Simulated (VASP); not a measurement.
Wanted: the native input for a VASP 6.6.1 run.

```yaml
Task: relaxation of cell and atoms
Functional: BLYP
Dispersion: D4
Potentials_or_basis: VASP PAW PBE potentials, release 64 (Mo_sv, Se)
Cutoff: 600 eV
k_mesh: 9 × 9 × 2
Occupations: fermi-dirac, width 0.05 eV
Spin: no spin polarisation
Further_INCAR_settings: ALGO = Normal; EDIFF = 1e-06; IBRION = 2; EDIFFG = -0.02; NSW = 40; ISIF = 3
```

The structure of MoSe2 lies in POSCAR:

```
MoSe2
1.0
    3.2880000000      0.0000000000      0.0000000000
   -1.6440000000      2.8474915276      0.0000000000
    0.0000000000      0.0000000000     12.9000000000
Mo Se
2 4
Direct
    0.6666666667      0.3333333333      0.7500000000
    0.3333333333      0.6666666667      0.2500000000
    0.6666666667      0.3333333333      0.3750000000
    0.3333333333      0.6666666667      0.8750000000
    0.6666666667      0.3333333333      0.1250000000
    0.3333333333      0.6666666667      0.6250000000
```

The input as run:

INCAR

```
PREC = Accurate ; ENCUT = 600
EDIFF = 1E-6 ; ISMEAR = -1
SIGMA = 0.05 ; LREAL = F
LASPH = T ; NELM = 60
ALGO = Normal ; ISIF = 3
LWAVE = F ; LCHARG = F
GGA = B5 ; ALDAX = 1.0
AGGAX = 1.0 ; AGGAC = 1.0
ALDAC = 0.0 ; IVDW = 13
VDW_S6 = 1.0 ; VDW_S8 = 2.34076671
VDW_A1 = 0.44488865 ; VDW_A2 = 4.0933009
IBRION = 2 ; NSW = 40
EDIFFG = -0.02
```

KPOINTS

```
Automatic mesh
0
Gamma
  9 9 2
```

Potentials or basis: VASP PAW PBE potentials, release 64 (Mo_sv, Se).

Run with:

```bash
$ cat potpaw_PBE.64/Mo_sv/POTCAR potpaw_PBE.64/Se/POTCAR > POTCAR
$ mpirun -np 1 vasp_std > vasp.out
```

Results of the run:

The relaxed volume is 20.42 Å³/atom. The relaxed cell is a = 3.339 Å, b = 3.339 Å, c = 12.694 Å, α = 90.00°, β = 90.00°, γ = 120.00°. The space group after relaxing (to 0.05 Å) is P6_3/mmc (No. 194), the energy gained by relaxing is 61.3 meV/atom and the ionic steps are 13. The pressure after relaxing is 0.1 GPa. The largest force after relaxing is 0.008 eV/Å. The band gap on the k mesh is 0.80 eV, indirect (least direct gap 1.31 eV) and the dispersion energy per atom is -0.904 eV.

Caveat: the PAW data sets were made with another functional, which shifts forces and pressure a little; an odd mesh through Γ misses points on the zone boundary, where band edges often lie.

Run time: 41 min on 1 thread of Intel(R) Xeon(R) Platinum 8175M CPU @ 2.50GHz (Skylake/Cascade Lake), with other jobs on the host, peak memory 0.34 GiB.
